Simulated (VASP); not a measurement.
**ZnS (strained zincblende): a PBE single-point calculation in VASP**

INCAR

```
ISIF = 2
PREC = Accurate
LASPH = .TRUE.
GGA = PE
NSW = 0
LWAVE = .FALSE.
ISMEAR = -1
EDIFF = 1E-7
ENCUT = 520
LCHARG = .FALSE.
NELM = 120
SIGMA = 0.02
IBRION = -1
NBANDS = 16
LREAL = .FALSE.
```

KPOINTS

```
KPOINTS created by Atomic Simulation Environment
0
Gamma
8 8 8
0 0 0
```

KPOINTS_OPT

```
special points
6
Reciprocal
0.0000000000 0.0000000000 0.0000000000 1
-0.5000000000 -0.5000000000 0.0000000000 1
-0.3750000000 -0.3750000000 0.2500000000 1
-0.3750000000 0.0000000000 0.3750000000 1
0.0000000000 0.0000000000 0.5000000000 1
-0.5000000000 -0.2500000000 0.2500000000 1
```

POSCAR

```
Zn S
 1.0000000000000000
     0.0893056153000000    2.7025688719000001    2.7025688719000001
     2.7025688719000001    0.0893056153000000    2.7025688719000001
     2.7025688719000001    2.7025688719000001    0.0893056153000000
 Zn  S
   1   1
Cartesian
  0.0173784901519031  0.0173784901519031  0.0173784901519031
  1.3562323496230970  1.3562323496230970  1.3562323496230970
```

VASP ran with the recommended PBE PAW datasets (18 valence electrons in the cell).

Command

```
mpirun -np 1 vasp_std
```

From OUTCAR

```
k-points           NKPTS =     65   k-points in BZ     NKDIM =     65   number of bands    NBANDS=     16

   NELECT =      18.0000    total number of electrons

   dimension x,y,z NGX =    28 NGY =   28 NGZ =   28
   dimension x,y,z NGXF=    56 NGYF=   56 NGZF=   56

  energy-cutoff  :      520.00
  volume of cell :       37.52
      direct lattice vectors                 reciprocal lattice vectors
     0.089305615  2.702568872  2.702568872    -0.194441529  0.188221794  0.188221794
     2.702568872  0.089305615  2.702568872     0.188221794 -0.194441529  0.188221794
     2.702568872  2.702568872  0.089305615     0.188221794  0.188221794 -0.194441529

 k-points in reciprocal lattice and weights: KPOINTS created by Atomic Simulation Env
   0.00000000  0.00000000  0.00000000       0.002
   0.12500000  0.00000000  0.00000000       0.012
   0.25000000  0.00000000  0.00000000       0.012
   0.37500000  0.00000000  0.00000000       0.012
   0.50000000  0.00000000  0.00000000       0.006
   0.12500000  0.12500000 -0.00000000       0.012
   0.25000000  0.12500000 -0.00000000       0.023
   0.37500000  0.12500000  0.00000000       0.023
   ...

 E-fermi :   3.0721

 k-point     1 :       0.0000    0.0000    0.0000
  band No.  band energies     occupation
      1     -10.9071      2.00000
      2      -3.9903      2.00000
      3      -3.9424      2.00000
      4      -3.9424      2.00000
      5      -3.4044      2.00000
      6      -3.4044      2.00000
      7       2.3749      2.00000
      8       2.6930      2.00000
      9       2.6930      2.00000
     10       4.8616      0.00000
     11       8.5862      0.00000
     12       9.1929      0.00000
     13       9.1929      0.00000
     14      14.4203      0.00000
     15      14.4203      0.00000
     16      14.7578      0.00000

 k-point     2 :       0.1250    0.0000    0.0000
  band No.  band energies     occupation
      1     -10.7756      2.00000
      2      -3.9735      2.00000
      3      -3.9378      2.00000
      4      -3.9210      2.00000
      5      -3.4083      2.00000
      6      -3.4049      2.00000
      7       1.5083      2.00000
      8       2.2563      2.00000
      9       2.5275      2.00000
     10       5.6305      0.00000
     11       8.9190      0.00000
     12       9.0721      0.00000
     13       9.4395      0.00000
     14      13.6709      0.00000
     15      13.8616      0.00000
     16      15.5227      0.00000

 k-point     3 :       0.2500    0.0000    0.0000
  band No.  band energies     occupation
      1     -10.4299      2.00000
      2      -3.9351      2.00000
      3      -3.8837      2.00000
      4      -3.8761      2.00000
      5      -3.4089      2.00000
      6      -3.3966      2.00000
      7      -0.2869      2.00000
      8       1.8951      2.00000
      9       2.1705      2.00000
     10       6.0852      0.00000
     11       9.3006      0.00000
     12       9.7166      0.00000
     13       9.8482      0.00000
     14      13.3129      0.00000
     15      13.8276      0.00000
     16      14.8663      0.00000

 k-point     4 :       0.3750    0.0000    0.0000
  band No.  band energies     occupation
      1     -10.0326      2.00000
      2      -3.8601      2.00000
      3      -3.8437      2.00000
      4      -3.6998      2.00000
      5      -3.3900      2.00000
      6      -3.3707      2.00000
      7      -1.9116      2.00000
      8       1.5838      2.00000
      9       1.8549      2.00000
     10       5.9459      0.00000
     11       9.4053      0.00000
     12       9.5834      0.00000
     13      11.0771      0.00000
     14      14.2766      0.00000
     15      14.6673      0.00000
     16      15.1712      0.00000

 k-point     5 :       0.5000    0.0000    0.0000
  band No.  band energies     occupation
      1      -9.8481      2.00000
      2      -3.8419      2.00000
      3      -3.8347      2.00000
      4      -3.4000      2.00000
      5      -3.3540      2.00000
      6      -3.1671      2.00000
      7      -2.9707      2.00000
      8       1.4636      2.00000
      9       1.7328      2.00000
     10       5.8493      0.00000
     11       9.3287      0.00000
     12       9.4632      0.00000
     13      11.6308      0.00000
     14      14.9897      0.00000
     15      15.5534      0.00000
     16      16.6217      0.00000

 k-point     6 :       0.1250    0.1250   -0.0000
  band No.  band energies     occupation
      1     -10.7367      2.00000
      2      -3.9931      2.00000
      3      -3.9221      2.00000
      4      -3.9016      2.00000
      5      -3.4236      2.00000
      6      -3.3918      2.00000
      7       1.4720      2.00000
      8       2.0543      2.00000
      9       2.2680      2.00000
     10       6.0413      0.00000
     11       8.2519      0.00000
     12       9.5113      0.00000
     13       9.8280      0.00000
     14      12.6874      0.00000
     15      14.6212      0.00000
     16      16.0885      0.00000

 k-point     7 :       0.2500    0.1250   -0.0000
  band No.  band energies     occupation
      1     -10.4656      2.00000
      2      -3.9869      2.00000
      3      -3.8698      2.00000
      4      -3.8524      2.00000
      5      -3.4327      2.00000
      6      -3.3805      2.00000
      7       0.2104      2.00000
      8       1.5705      2.00000
      9       1.9060      2.00000
     10       6.6811      0.00000
     11       8.3217      0.00000
     12      10.0203      0.00000
     13      10.1761      0.00000
     14      12.3878      0.00000
     15      14.5308      0.00000
     16      16.4984      0.00000

 k-point     8 :       0.3750    0.1250    0.0000
  band No.  band energies     occupation
      1     -10.0803      2.00000
      2      -3.8992      2.00000
      3      -3.8199      2.00000
      4      -3.7599      2.00000
      5      -3.4080      2.00000
      6      -3.3635      2.00000
      7      -1.3494      2.00000
      8       1.2295      2.00000
      9       1.4601      2.00000
     10       6.6483      0.00000
     11       8.9598      0.00000
     12      10.1800      0.00000
     13      10.4491      0.00000
     14      13.5870      0.00000
     15      15.2693      0.00000
     16      15.8780      0.00000

 k-point     9 :       0.5000    0.1250   -0.0000
  band No.  band energies     occupation
      1      -9.8088      2.00000
      2      -3.8471      2.00000
      3      -3.8020      2.00000
      4      -3.4749      2.00000
      5      -3.3762      2.00000
      6      -3.2358      2.00000
      7      -2.6022      2.00000
      8       0.9765      2.00000
      9       1.3028      2.00000
     10       6.5537      0.00000
     11       8.8576      0.00000
     12       9.9504      0.00000
     13      11.6845      0.00000
     14      14.7975      0.00000
     15      15.6930      0.00000
     16      16.4535      0.00000

 k-point    10 :      -0.3750    0.1250   -0.0000
  band No.  band energies     occupation
      1      -9.8633      2.00000
      2      -3.8416      2.00000
      3      -3.8161      2.00000
      4      -3.5698      2.00000
      5      -3.3962      2.00000
      6      -3.3036      2.00000
      7      -2.2650      2.00000
      8       0.8806      2.00000
      9       1.5214      2.00000
     10       6.6109      0.00000
     11       9.0018      0.00000
     12       9.7927      0.00000
     13      11.2034      0.00000
     14      14.1651      0.00000
     15      15.4186      0.00000
     16      17.1063      0.00000

 k-point    11 :      -0.2500    0.1250   -0.0000
  band No.  band energies     occupation
      1     -10.1974      2.00000
      2      -3.9051      2.00000
      3      -3.8471      2.00000
      4      -3.8237      2.00000
      5      -3.4280      2.00000
      6      -3.3591      2.00000
      7      -0.8719      2.00000
      8       1.1023      2.00000
      9       1.9200      2.00000
     10       6.7270      0.00000
     11       9.1957      0.00000
     12       9.6245      0.00000
     13      10.0061      0.00000
     14      12.6957      0.00000
     15      15.3407      0.00000
     16      16.1180      0.00000

 k-point    12 :      -0.1250    0.1250    0.0000
  band No.  band energies     occupation
      1     -10.5676      2.00000
      2      -3.9678      2.00000
      3      -3.9097      2.00000
      4      -3.8810      2.00000
      5      -3.4263      2.00000
      6      -3.3877      2.00000
      7       0.6028      2.00000
      8       1.6992      2.00000
      9       2.2814      2.00000
     10       6.3244      0.00000
     11       8.6773      0.00000
     12       9.3368      0.00000
     13       9.9452      0.00000
     14      12.6607      0.00000
     15      14.1088      0.00000
     16      16.6677      0.00000

 ...

  Total        1.4038414      1.4038414      1.4038414     -0.3919411     -0.3919411     -0.3919411
  in kB       59.9430186     59.9430186     59.9430186    -16.7356010    -16.7356010    -16.7356010
  external PRESSURE =      59.9430186 kB  Pullay stress =       0.0000000 kB

 POSITION                                       TOTAL-FORCE (eV/Angst)
 -----------------------------------------------------------------------------------
      0.01738      0.01738      0.01738         0.009809      0.009809      0.009809
      1.35623      1.35623      1.35623        -0.009809     -0.009809     -0.009809
 -----------------------------------------------------------------------------------
    total drift:                               -0.000078     -0.000078     -0.000078

  FREE ENERGIE OF THE ION-ELECTRON SYSTEM (eV)
  ---------------------------------------------------
  free  energy   TOTEN  =        -6.7818118550 eV

  energy  without entropy=       -6.7818118550  energy(sigma->0) =       -6.78181185
```

| Item | Value |
| --- | --- |
| gap between bands v and c | 2.17 eV |
| least direct gap | 2.17 eV |
| pressure | 6.0 GPa |

Band v is the last that the valence electrons fill when counted band by band, and c is the next.

The run took about 40 s on one core of a shared host (Intel Xeon Platinum 8488C) and held 0.19 GiB at most.
